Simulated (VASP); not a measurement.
# Ge (P6_3/mmc) in VASP: notebook, part 2 of 2

VASP 6.6.1. The steps go on from the part before.

## Step 3: Relaxation of cell and atoms, PBEsol

Input file INCAR:

```
ALGO = Normal ; EDIFF = 1E-7
EDIFFG = -0.005 ; ENCUT = 600
GGA = PS ; IBRION = 2
ISIF = 3 ; ISMEAR = 0
LASPH = True ; LCHARG = False
LREAL = False ; LWAVE = False
NELM = 80 ; NSW = 90
PREC = Accurate ; SIGMA = 0.03
```

Input file KPOINTS:

```
k-points
0
Gamma
  12 12 5
```

Input file POSCAR:

```
Ge                                      
1.0
    3.9964470036      0.0000000000      0.0000000000
   -1.9982235018      3.4610246288      0.0000000000
   -0.0000000000      0.0000000000      6.5963829337
  Ge            
     4
Direct
     0.6666666699999979    0.3333333300000021    0.0629063929370459
     0.3333333300000021    0.6666666699999979    0.5629063929370459
     0.6666666699999979    0.3333333300000021    0.4370936070629541
     0.3333333300000021    0.6666666699999979    0.9370936070629541
```

Potentials or basis: VASP PAW PBE potentials, release 64 (Ge_d).

Run with:

```
$ cat potpaw_PBE.64/Ge_d/POTCAR > POTCAR
$ mpirun -np 1 vasp_std > vasp.out
```

OUTCAR:

```text
EDIFF = 1E-7
   EDIFFG = -0.005
   ENCUT = 600
   GGA = PS
   IBRION = 2
   ISIF = 3
   ISMEAR = 0
   LASPH = True
   LREAL = False
   NELM = 80
   NSW = 90
   PREC = Accurate

 ion  position               nearest neighbor table
   1  0.667  0.333  0.063-   4 2.45   4 2.45   4 2.45   3 2.47
   2  0.333  0.667  0.563-   3 2.45   3 2.45   3 2.45   4 2.47
   3  0.667  0.333  0.437-   2 2.45   2 2.45   2 2.45   1 2.47
   4  0.333  0.667  0.937-   1 2.45   1 2.45   1 2.45   2 2.47

  LATTYP: Found a hexagonal cell.
 ALAT       =     3.9964470036
 C/A-ratio  =     1.6505618435

  Lattice vectors:

 A1 = (   3.9964470036,   0.0000000000,   0.0000000000)
 A2 = (  -1.9982235018,   3.4610246288,   0.0000000000)
 A3 = (   0.0000000000,   0.0000000000,   6.5963829337)

Analysis of symmetry for initial positions (statically):
=====================================================================
 Subroutine PRICEL returns:
 Original cell was already a primitive cell.

 Routine SETGRP: Setting up the symmetry group for a
 hexagonal supercell.

 Subroutine GETGRP returns: Found 24 space group operations
 (whereof 12 operations were pure point group operations)
 out of a pool of 24 trial point group operations.

The static configuration has the point symmetry D_3d.
 The point group associated with its full space group is D_6h.

Analysis of symmetry for dynamics (positions and initial velocities):
=====================================================================
 Subroutine PRICEL returns:
 Original cell was already a primitive cell.

 Routine SETGRP: Setting up the symmetry group for a
 hexagonal supercell.

 Subroutine GETGRP returns: Found 24 space group operations
 (whereof 12 operations were pure point group operations)
 out of a pool of 24 trial point group operations.

The dynamic configuration has the point symmetry D_3d.
 The point group associated with its full space group is D_6h.

 Subroutine INISYM returns: Found 24 space group operations
 (whereof 12 operations are pure point group operations),
 and found     1 'primitive' translations

----------------------------------------------------------------------------------------

                                     Primitive cell

  volume of cell :      91.2399

  direct lattice vectors                    reciprocal lattice vectors
     3.996447004  0.000000000  0.000000000     0.250222260  0.144465889  0.000000000
    -1.998223502  3.461024629  0.000000000     0.000000000  0.288931778  0.000000000
     0.000000000  0.000000000  6.596382934     0.000000000  0.000000000  0.151598233

  length of vectors
     3.996447004  3.996447003  6.596382934     0.288931778  0.288931778  0.151598233

  position of ions in fractional coordinates (direct lattice)
     0.666666670  0.333333330  0.062906393
     0.333333330  0.666666670  0.562906393
     0.666666670  0.333333330  0.437093607
     0.333333330  0.666666670  0.937093607

  ion indices of the primitive-cell ions
   primitive index   ion index
                 1           1
[... 107 lines left out ...]
 non-spin polarized calculation
 Gauss-broadening in eV      SIGMA  =   0.03
  energy-cutoff  :      600.00
  volume of cell :       91.24
 maximum number of plane-waves:      3072
 NGX is ok and might be reduce to    32
   NGX = 15   NGY = 15   NGZ = 27

--------------------------------------- Ionic step        1  -------------------------------------------

 number of electron      55.9999988 magnetization

 Free energy of the ion-electron system (eV)
  ---------------------------------------------------
  ext. energy  EPLUGINS =         0.00000000
  ---------------------------------------------------
  free energy    TOTEN  =       -19.68411767 eV

  energy without entropy =      -19.68399908  energy(sigma->0) =      -19.68405837

------------------------ aborting loop because EDIFF is reached ----------------------------------------

  FORCE on cell =-STRESS in cart. coord.  units (eV):
  Direction    XX          YY          ZZ          XY          YZ          ZX
  --------------------------------------------------------------------------------------
  -------------------------------------------------------------------------------------
  Total       -0.0104198     -0.0104198     -0.0315252     -0.0000000      0.0000000      0.0000000
  in kB       -0.1829728     -0.1829728     -0.5535843     -0.0000000      0.0000000      0.0000000
  external PRESSURE =      -0.3065100 kB  Pullay stress =       0.0000000 kB

 VOLUME and BASIS-vectors are now :
 -----------------------------------------------------------------------------
  energy-cutoff  :      600.00
  volume of cell :       91.24
      direct lattice vectors                 reciprocal lattice vectors
     3.996447004  0.000000000  0.000000000     0.250222260  0.144465889  0.000000000
    -1.998223502  3.461024629  0.000000000     0.000000000  0.288931778  0.000000000
     0.000000000  0.000000000  6.596382934     0.000000000  0.000000000  0.151598233

 POSITION                                       TOTAL-FORCE (eV/Angst)
 -----------------------------------------------------------------------------------
      1.99822      1.15367      0.41495        -0.000000      0.000000      0.000040
     -0.00000      2.30735      3.71315        -0.000000     -0.000000      0.000040
      1.99822      1.15367      2.88324        -0.000000      0.000000     -0.000040
     -0.00000      2.30735      6.18143         0.000000     -0.000000     -0.000040
 -----------------------------------------------------------------------------------
    total drift:                               -0.000014      0.000008     -0.000003

  FREE ENERGIE OF THE ION-ELECTRON SYSTEM (eV)
  ---------------------------------------------------
  free  energy   TOTEN  =       -19.6841176657 eV

  energy  without entropy=      -19.6839990808  energy(sigma->0) =      -19.68405837

--------------------------------------- Ionic step        2  -------------------------------------------

 number of electron      55.9999988 magnetization

 Free energy of the ion-electron system (eV)
  ---------------------------------------------------
  ext. energy  EPLUGINS =         0.00000000
  ---------------------------------------------------
  free energy    TOTEN  =       -19.68407501 eV

  energy without entropy =      -19.68395491  energy(sigma->0) =      -19.68401496

 E-fermi :   4.8340     XC(G=0): -10.0905

 val. band max:        4.8224787985   @ k =   0.0000   0.0000   0.0000
 cond. band min:       4.8395356781   @ k =   0.0000   0.0000   0.2000
 fundamental gap:      0.0170568796
 Fermi energy:         4.8340272451

 k-point     1 :       0.0000    0.0000    0.0000
  band No.  band energies     occupation
      1     -19.9977      2.00000
      2     -19.9977      2.00000
      3     -19.9596      2.00000
      4     -19.9591      2.00000
      5     -19.9591      2.00000
      6     -19.9464      2.00000
[... 853 lines left out ...]
     32       8.9274      0.00000
     33       9.5866      0.00000

 [... further k-points ...]
[... 5 lines left out ...]
  --------------------------------------------------------------------------------------
  -------------------------------------------------------------------------------------
  Total       -0.0051951     -0.0051951     -0.0017819      0.0000000      0.0000000      0.0000000
  in kB       -0.0912838     -0.0912838     -0.0313101      0.0000000      0.0000000      0.0000000
  external PRESSURE =      -0.0712926 kB  Pullay stress =       0.0000000 kB

 VOLUME and BASIS-vectors are now :
 -----------------------------------------------------------------------------
  energy-cutoff  :      600.00
  volume of cell :       91.18
      direct lattice vectors                 reciprocal lattice vectors
     3.995944770  0.000000000  0.000000000     0.250253709  0.144484046 -0.000000000
    -1.997972385  3.460589682  0.000000000     0.000000000  0.288968093 -0.000000000
     0.000000000  0.000000000  6.593874891     0.000000000  0.000000000  0.151655895

 POSITION                                       TOTAL-FORCE (eV/Angst)
 -----------------------------------------------------------------------------------
      1.99797      1.15353      0.41480        -0.000000     -0.000000     -0.002584
     -0.00000      2.30706      3.71174        -0.000000     -0.000000     -0.002584
      1.99797      1.15353      2.88214         0.000000      0.000000      0.002584
     -0.00000      2.30706      6.17908        -0.000000      0.000000      0.002584
 -----------------------------------------------------------------------------------
    total drift:                               -0.000014      0.000008     -0.000003

  FREE ENERGIE OF THE ION-ELECTRON SYSTEM (eV)
  ---------------------------------------------------
  free  energy   TOTEN  =       -19.6840750103 eV

  energy  without entropy=      -19.6839549130  energy(sigma->0) =      -19.68401496

 reached required accuracy - stopping structural energy minimisation
```

Wall time 1.8 min (1 thread of Intel Xeon 6975P-C (Granite Rapids), shared host); peak memory 0.31 GiB.

Results:

| Item | Value |
| --- | --- |
| Free energy | -19.6841 eV |
| Relaxed volume | 22.80 Å³/atom |
| Relaxed cell | a = 3.996 Å, b = 3.996 Å, c = 6.594 Å, α = 90.00°, β = 90.00°, γ = 120.00° |
| Space group after relaxing (to 0.05 Å) | P6_3/mmc (No. 194) |
| Energy gained by relaxing | 0.0 meV/atom |
| Ionic steps | 2 |
| Pressure after relaxing | 0.0 GPa |
| Band gap on the k mesh | 0.02 eV, indirect (least direct gap 0.12 eV) |

Forces on the atoms (eV/Å):
```
Ge   0.000  0.000 -0.003
Ge   0.000  0.000 -0.003
Ge   0.000  0.000  0.003
Ge   0.000  0.000  0.003
```

Final structure:
```
Ge
1.0
     3.99594    0.00000    0.00000
    -1.99797    3.46059    0.00000
     0.00000    0.00000    6.59387
Ge
4
Direct
  0.66667 0.33333 0.06291
  0.33333 0.66667 0.56291
  0.66667 0.33333 0.43709
  0.33333 0.66667 0.93709
```

Caveat: the PAW data sets were made with another functional, which shifts forces and pressure a little; an odd mesh through Γ misses points on the zone boundary, where band edges often lie. PBEsol gaps usually lie below the measured ones, often by a third to a half.

## Step 4: Relaxation of cell and atoms, PBEsol

Input file INCAR:

```
SYSTEM = Ge
  PREC = Accurate
  ENCUT = 600
  EDIFF = 1E-6
  ISMEAR = 0
  SIGMA = 0.03
  LREAL = .FALSE.
  LASPH = .TRUE.
  NELM = 80
  ALGO = Normal
  ISIF = 3
  LWAVE = .FALSE.
  LCHARG = .FALSE.
  GGA = PS
  IBRION = 2
  NSW = 90
  EDIFFG = -0.01
```

Input file KPOINTS:

```
Automatic mesh
0
G
  12 12 5
  0 0 0
```

Input file POSCAR:

```
Ge
1.0
    3.9975858400      0.0000000000      0.0000000000
   -1.9987929200      3.4620108900      0.0000000000
    0.0000000000      0.0000000000      6.5993779500
Ge
4
Direct
    0.6666666700      0.3333333300      0.0629012500
    0.3333333300      0.6666666700      0.5629012500
    0.6666666700      0.3333333300      0.4370987500
    0.3333333300      0.6666666700      0.9370987500
```

Run with:

```
$ cat potpaw_PBE.64/Ge_d/POTCAR > POTCAR
$ mpirun -np 1 vasp_std > vasp.out
```

Run time: 3.2 min. Hardware: 1 thread of Intel Xeon Platinum 8488C (Sapphire Rapids), shared host; peak memory 0.32 GiB.

Results (log left out):

* Free energy: -19.6841 eV
* Relaxed volume: 22.81 Å³/atom
* Relaxed cell: a = 3.996 Å, b = 3.996 Å, c = 6.596 Å, α = 90.00°, β = 90.00°, γ = 120.00°
* Space group after relaxing (to 0.05 Å): P6_3/mmc (No. 194)
* Energy gained by relaxing: 0.0 meV/atom
* Ionic steps: 3
* Pressure after relaxing: 0.0 GPa
* Band gap on the k mesh: 0.02 eV, indirect (least direct gap 0.12 eV)

Final structure:
```cif
data_structure
_symmetry_space_group_name_H-M 'P 1'
_symmetry_Int_Tables_number 1
_cell_length_a 3.9964
_cell_length_b 3.9964
_cell_length_c 6.5964
_cell_angle_alpha 90.000
_cell_angle_beta 90.000
_cell_angle_gamma 120.000
_cell_volume 91.24
loop_
_atom_site_label
_atom_site_type_symbol
_atom_site_fract_x
_atom_site_fract_y
_atom_site_fract_z
_atom_site_occupancy
Ge1 Ge 0.66667 0.33333 0.06291 1
Ge2 Ge 0.33333 0.66667 0.56291 1
Ge3 Ge 0.66667 0.33333 0.43709 1
Ge4 Ge 0.33333 0.66667 0.93709 1
```

Levels at points of the mesh, in eV from the valence-band top:
```
           k point  band 26  band 27  band 28  band 29  band 30  band 31
(0.00, 0.00, 0.00)    -0.13    -0.11     0.00     0.15     0.15     2.27
(0.50, 0.00, 0.00)    -3.05    -2.81    -1.42     0.49     1.64     3.52
```

Caveat: the PAW data sets were made with another functional, which shifts forces and pressure a little; an odd mesh through Γ misses points on the zone boundary, where band edges often lie.

## Step 5: Relaxation of cell and atoms, PBEsol

Changes to INCAR since step 4:

```diff
@@ -3,3 +3,3 @@
   ENCUT = 600
-  EDIFF = 1E-6
+  EDIFF = 1E-7
   ISMEAR = 0
@@ -16,2 +16,2 @@
   NSW = 90
-  EDIFFG = -0.01
+  EDIFFG = -0.005
```

KPOINTS is that of step 4.

Input file POSCAR:

```
Ge                                      
1.0
    3.9964470036      0.0000000000      0.0000000000
   -1.9982235018      3.4610246288      0.0000000000
   -0.0000000000      0.0000000000      6.5963829337
  Ge            
     4
Direct
     0.6666666699999979    0.3333333300000021    0.0629063929370459
     0.3333333300000021    0.6666666699999979    0.5629063929370459
     0.6666666699999979    0.3333333300000021    0.4370936070629541
     0.3333333300000021    0.6666666699999979    0.9370936070629541
```

Run with:

```
$ cat potpaw_PBE.64/Ge_d/POTCAR > POTCAR
$ mpirun -np 1 vasp_std > vasp.out
```

Wall time 2.6 min (1 thread of Intel Xeon Platinum 8488C (Sapphire Rapids), shared host); peak memory 0.31 GiB.

It converged, with:

| Item | Value |
| --- | --- |
| Free energy | -19.6841 eV |
| Relaxed volume | 22.80 Å³/atom |
| Relaxed cell | a = 3.996 Å, b = 3.996 Å, c = 6.594 Å, α = 90.00°, β = 90.00°, γ = 120.00° |
| Space group after relaxing (to 0.05 Å) | P6_3/mmc (No. 194) |
| Energy gained by relaxing | 0.0 meV/atom |
| Ionic steps | 2 |
| Pressure after relaxing | 0.0 GPa |
| Band gap on the k mesh | 0.02 eV, indirect (least direct gap 0.12 eV) |

Forces in eV/Å, atoms in the order of the input:
```
Ge   0.000  0.000 -0.003
Ge   0.000  0.000 -0.003
Ge   0.000  0.000  0.003
Ge   0.000  0.000  0.003
```

Final structure:
```cif
data_structure
_symmetry_space_group_name_H-M 'P 1'
_symmetry_Int_Tables_number 1
_cell_length_a 3.9959
_cell_length_b 3.9959
_cell_length_c 6.5939
_cell_angle_alpha 90.000
_cell_angle_beta 90.000
_cell_angle_gamma 120.000
_cell_volume 91.18
loop_
_atom_site_label
_atom_site_type_symbol
_atom_site_fract_x
_atom_site_fract_y
_atom_site_fract_z
_atom_site_occupancy
Ge1 Ge 0.66667 0.33333 0.06291 1
Ge2 Ge 0.33333 0.66667 0.56291 1
Ge3 Ge 0.66667 0.33333 0.43709 1
Ge4 Ge 0.33333 0.66667 0.93709 1
```

Levels at points of the mesh, in eV from the valence-band top:
```
           k point  band 25  band 26  band 27  band 28  band 29  band 30  band 31  band 32
(0.00, 0.00, 0.00)    -1.46    -0.14    -0.11     0.00     0.15     0.15     2.26     2.26
(0.50, 0.00, 0.00)    -4.59    -3.06    -2.82    -1.42     0.48     1.64     3.51     3.70
```

Caveat: the PAW data sets were made with another functional, which shifts forces and pressure a little; an odd mesh through Γ misses points on the zone boundary, where band edges often lie.
